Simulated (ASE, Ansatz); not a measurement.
# Local environments in PH3O4 (P2_1/c) (192 atoms)

The cell holds 192 atoms: 72 H, 24 P and 96 O. Cell: a = 11.514 Å, b = 14.493 Å, c = 11.574 Å, α = 90.0°, β = 95.3°, γ = 90.0°. It derives from PH3O4 (P2_1/c), repeated 2×3×1. PH3O4, space group P2_1/c, structure from the Crystallography Open Database, 2 x 3 x 1 conventional cells; every coordinate displaced by a Gaussian of 0.01 Å.

Computed with Ansatz 0.2.0: Kohn-Sham DFT, RPBE+D4, PAW (set soft_2), plane waves; cutoff 420 eV, Γ point, fixed occupations. Geometry: the geometry as built.

The whole cell was solved; only parts of it are printed.

A closer look about O19, which bears the longest force: 34 atoms, nearest first, numbered in the order of the input, with positions taken from that point.

| atom | x | y | z | distance (Å) | Löwdin charge (e) | Fx | Fy | Fz (eV/Å) |
| --- | --- | --- | --- | --- | --- | --- | --- | --- |
| O19 | 0.00 | 0.00 | 0.00 | 0.00 | -0.83 | -0.72 | 1.58 | -3.12 |
| P15 | 0.31 | -0.63 | 1.27 | 1.45 | 2.26 | -0.11 | -1.77 | 1.05 |
| H4 | -1.34 | 0.28 | -0.83 | 1.60 | 0.41 | 1.41 | -0.42 | 0.94 |
| H40 | 0.97 | 0.98 | -0.91 | 1.66 | 0.41 | -1.07 | -1.36 | 1.35 |
| O123 | 1.81 | -0.83 | 1.50 | 2.49 | -0.72 | 0.62 | 1.10 | 1.71 |
| O31 | -0.19 | 0.16 | 2.49 | 2.50 | -0.70 | -0.55 | -0.53 | 1.65 |
| O23 | -0.36 | -2.05 | 1.40 | 2.51 | -0.72 | 1.48 | -0.15 | 1.20 |
| O24 | -2.12 | 0.40 | -1.39 | 2.57 | -0.71 | -0.57 | -1.50 | -1.17 |
| H3 | -1.15 | -2.14 | 0.85 | 2.57 | 0.40 | -1.53 | -0.45 | -0.99 |
| O60 | 1.45 | 1.57 | -1.50 | 2.61 | -0.72 | -0.43 | 1.15 | -1.75 |
| H43 | -0.11 | 1.10 | 2.39 | 2.64 | 0.43 | 0.01 | 1.59 | -0.06 |
| H103 | 2.30 | -1.44 | 0.95 | 2.87 | 0.41 | 0.99 | -1.33 | -1.24 |
| H35 | -1.17 | 2.69 | 0.85 | 3.06 | 0.40 | -0.82 | -0.31 | -0.53 |
| O55 | -0.35 | 2.79 | 1.40 | 3.14 | -0.71 | 0.55 | -0.48 | 0.72 |
| O30 | 0.34 | -0.97 | -3.27 | 3.43 | -0.70 | -0.55 | 1.68 | 1.49 |
| O20 | -2.49 | -2.41 | 0.06 | 3.47 | -0.81 | -0.01 | 0.37 | 0.63 |
| O52 | -2.51 | 2.43 | 0.05 | 3.49 | -0.82 | 0.40 | 0.67 | 1.38 |
| P48 | -2.79 | 1.77 | -1.25 | 3.54 | 2.25 | -0.82 | 0.75 | 0.16 |
| H12 | -2.37 | -1.30 | -2.39 | 3.61 | 0.43 | -0.14 | 2.02 | 0.24 |
| P144 | 2.95 | 1.79 | -1.26 | 3.67 | 2.24 | 0.37 | -0.10 | 0.58 |
| H7 | -3.44 | -1.45 | 0.93 | 3.85 | 0.40 | 0.29 | -0.58 | -0.58 |
| O28 | 1.44 | -3.24 | -1.50 | 3.85 | -0.71 | -0.38 | 1.13 | -1.68 |
| H10 | 0.41 | -1.89 | -3.38 | 3.89 | 0.43 | 0.07 | -2.59 | -0.21 |
| O120 | 3.62 | 0.39 | -1.37 | 3.89 | -0.72 | -1.12 | -0.68 | -1.25 |
| O32 | -2.29 | -2.24 | -2.48 | 4.05 | -0.70 | 0.13 | -1.88 | -0.63 |
| O116 | 3.26 | -2.42 | 0.07 | 4.06 | -0.82 | 0.09 | 0.56 | 0.73 |
| O148 | 3.25 | 2.44 | 0.05 | 4.06 | -0.82 | 0.25 | 0.55 | 0.96 |
| H8 | 0.97 | -3.85 | -0.92 | 4.07 | 0.41 | -1.14 | -1.36 | 1.33 |
| H135 | 2.29 | 3.41 | 0.93 | 4.21 | 0.41 | 0.99 | -1.24 | -1.20 |
| O64 | -2.30 | 2.59 | -2.47 | 4.26 | -0.70 | 0.53 | -1.49 | -1.30 |
| O27 | -3.93 | -0.83 | 1.52 | 4.30 | -0.73 | -0.09 | 0.56 | 0.81 |
| H108 | 3.38 | -1.30 | -2.38 | 4.33 | 0.43 | -0.03 | 1.89 | 0.13 |
| P16 | -2.80 | -3.07 | -1.25 | 4.34 | 2.23 | -0.48 | 1.43 | 0.08 |
| P47 | 0.31 | 4.20 | 1.28 | 4.40 | 2.23 | -0.05 | 0.11 | -0.92 |

The surroundings of P45, one of the 24 P atoms, nearest first, numbered as they follow in the input and with coordinates relative to it.

| atom | x | y | z | distance (Å) | Löwdin charge (e) | Fx | Fy | Fz (eV/Å) |
| --- | --- | --- | --- | --- | --- | --- | --- | --- |
| P45 | 0.00 | 0.00 | 0.00 | 0.00 | 2.24 | -0.61 | 0.49 | -0.19 |
| O49 | 0.31 | -0.65 | 1.29 | 1.48 | -0.82 | 0.18 | -0.83 | 1.58 |
| O61 | 0.47 | -0.81 | -1.22 | 1.54 | -0.70 | 0.59 | 1.34 | -1.41 |
| O153 | -1.52 | 0.19 | -0.25 | 1.56 | -0.72 | 0.33 | -1.15 | -1.42 |
| O53 | 0.67 | 1.40 | -0.13 | 1.56 | -0.71 | -1.23 | 0.43 | -1.16 |
| H9 | 0.42 | -1.75 | -1.12 | 2.11 | 0.43 | -0.06 | -2.14 | 0.15 |
| H33 | 1.45 | 1.49 | 0.43 | 2.12 | 0.40 | 1.54 | 0.48 | 0.97 |
| H133 | -2.00 | 0.77 | 0.34 | 2.17 | 0.41 | -1.05 | 1.34 | 1.32 |
| H6 | -0.66 | -1.61 | 2.20 | 2.81 | 0.41 | 0.78 | 0.89 | -0.85 |
| H34 | 1.64 | -0.92 | 2.10 | 2.82 | 0.40 | -1.29 | 0.43 | -0.84 |
| H41 | 0.39 | 3.09 | -1.14 | 3.32 | 0.43 | -0.06 | -1.70 | 0.12 |
| O21 | 0.66 | -3.44 | -0.15 | 3.50 | -0.71 | -0.88 | 0.91 | -0.99 |
| O59 | -0.61 | 1.74 | -2.98 | 3.51 | -0.72 | -0.67 | 1.13 | 1.37 |
| O50 | 2.80 | 1.75 | 1.22 | 3.52 | -0.82 | -0.09 | -0.22 | -0.55 |
| H139 | -2.56 | -1.17 | -2.12 | 3.52 | 0.43 | 0.07 | 3.05 | -0.26 |
| H1 | 1.45 | -3.31 | 0.39 | 3.64 | 0.40 | 1.37 | 0.32 | 0.89 |
| O146 | -2.96 | 1.76 | 1.24 | 3.66 | -0.82 | -0.13 | -0.53 | -0.92 |
| O26 | -1.16 | -2.22 | 2.77 | 3.74 | -0.71 | 1.93 | -0.47 | 1.16 |
| O54 | 2.42 | -1.03 | 2.66 | 3.75 | -0.71 | 0.84 | 0.73 | 1.00 |
| H39 | -0.14 | 1.14 | -3.57 | 3.75 | 0.41 | 0.99 | -1.31 | -1.26 |
| H37 | 3.75 | 0.79 | 0.34 | 3.85 | 0.41 | -0.86 | 1.12 | 1.11 |
| O127 | -2.60 | -2.08 | -2.01 | 3.89 | -0.70 | -0.72 | -2.24 | 1.53 |
| H38 | -0.68 | 3.22 | 2.17 | 3.94 | 0.41 | 1.09 | 1.35 | -1.33 |
| O58 | -1.14 | 2.63 | 2.78 | 3.99 | -0.72 | 0.11 | -1.31 | 1.68 |
| H43 | 3.21 | -1.17 | -2.12 | 4.02 | 0.43 | 0.01 | 1.59 | -0.06 |

The surroundings of O115, picked at random, nearest first, numbered as they follow in the input and with coordinates relative to it.

| atom | x | y | z | distance (Å) | Löwdin charge (e) | Fx | Fy | Fz (eV/Å) |
| --- | --- | --- | --- | --- | --- | --- | --- | --- |
| O115 | 0.00 | 0.00 | 0.00 | 0.00 | -0.82 | -0.59 | 1.07 | -1.84 |
| P111 | 0.28 | -0.64 | 1.30 | 1.47 | 2.23 | 1.59 | -1.36 | 0.28 |
| H100 | -1.35 | 0.27 | -0.80 | 1.60 | 0.41 | 1.50 | -0.36 | 0.94 |
| H136 | 0.96 | 0.96 | -0.89 | 1.63 | 0.40 | -0.53 | -0.69 | 0.66 |
| O27 | 1.82 | -0.84 | 1.54 | 2.52 | -0.73 | -0.09 | 0.56 | 0.81 |
| O119 | -0.36 | -2.06 | 1.42 | 2.52 | -0.71 | 0.76 | -0.14 | 0.93 |
| O127 | -0.17 | 0.18 | 2.53 | 2.54 | -0.70 | -0.72 | -2.24 | 1.53 |
| O120 | -2.14 | 0.38 | -1.35 | 2.56 | -0.72 | -1.12 | -0.68 | -1.25 |
| O156 | 1.44 | 1.57 | -1.49 | 2.60 | -0.72 | -0.37 | 0.46 | -0.91 |
| H99 | -1.16 | -2.16 | 0.87 | 2.60 | 0.40 | -1.11 | -0.39 | -0.69 |
| H139 | -0.13 | 1.09 | 2.41 | 2.65 | 0.43 | 0.07 | 3.05 | -0.26 |
| H7 | 2.31 | -1.46 | 0.95 | 2.89 | 0.40 | 0.29 | -0.58 | -0.58 |
| H131 | -1.15 | 2.68 | 0.88 | 3.04 | 0.41 | -1.82 | -0.44 | -1.16 |
| O151 | -0.36 | 2.79 | 1.42 | 3.15 | -0.71 | 1.09 | -0.96 | 1.37 |
| O126 | 0.33 | -0.97 | -3.24 | 3.40 | -0.70 | -0.10 | 2.14 | 0.67 |
| O116 | -2.51 | -2.43 | 0.09 | 3.49 | -0.82 | 0.09 | 0.56 | 0.73 |
| O148 | -2.52 | 2.43 | 0.07 | 3.50 | -0.82 | 0.25 | 0.55 | 0.96 |
| P144 | -2.82 | 1.78 | -1.24 | 3.55 | 2.24 | 0.37 | -0.10 | 0.58 |
| H108 | -2.39 | -1.31 | -2.36 | 3.60 | 0.43 | -0.03 | 1.89 | 0.13 |
| P48 | 2.96 | 1.76 | -1.23 | 3.66 | 2.25 | -0.82 | 0.75 | 0.16 |
| O124 | 1.42 | -3.27 | -1.47 | 3.86 | -0.72 | 1.22 | 2.12 | -2.34 |
| H106 | 0.40 | -1.89 | -3.36 | 3.87 | 0.43 | 0.08 | -2.52 | -0.19 |
| H103 | -3.46 | -1.45 | 0.97 | 3.88 | 0.41 | 0.99 | -1.33 | -1.24 |
| O24 | 3.63 | 0.39 | -1.37 | 3.89 | -0.71 | -0.57 | -1.50 | -1.17 |

Length of the force by element:

| element | coordination | atoms | mean length of the force (eV/Å) | spread | least | most |
| --- | --- | --- | --- | --- | --- | --- |
| H | all | 72 | 1.93 | 0.692 | 0.632 | 3.57 |
| O | all | 96 | 1.76 | 0.705 | 0.340 | 3.58 |
| P | all | 24 | 1.44 | 0.551 | 0.701 | 2.60 |

Löwdin charges by element (they lack the spilled electrons, 0.066 e an atom on average):

| element | coordination | atoms | mean charge (e) | spread | least | most |
| --- | --- | --- | --- | --- | --- | --- |
| H | all | 72 | 0.414 | 0.0124 | 0.398 | 0.434 |
| O | all | 96 | -0.737 | 0.0475 | -0.827 | -0.689 |
| P | all | 24 | 2.24 | 0.0083 | 2.22 | 2.26 |

The geometry starts from published positions, was displaced at random and isn't relaxed at this level: its force components are 1.1 eV/Å r.m.s. Only the Γ point is sampled, in a cell whose shortest periodic width is 11 Å. The Löwdin charges lack the electrons that the projection spills, 0.066 e an atom on average.

[Hosts, paths, dates, database ids (printed as entryN), source tags and the programs' standing remarks are cut or masked in the printed files.]
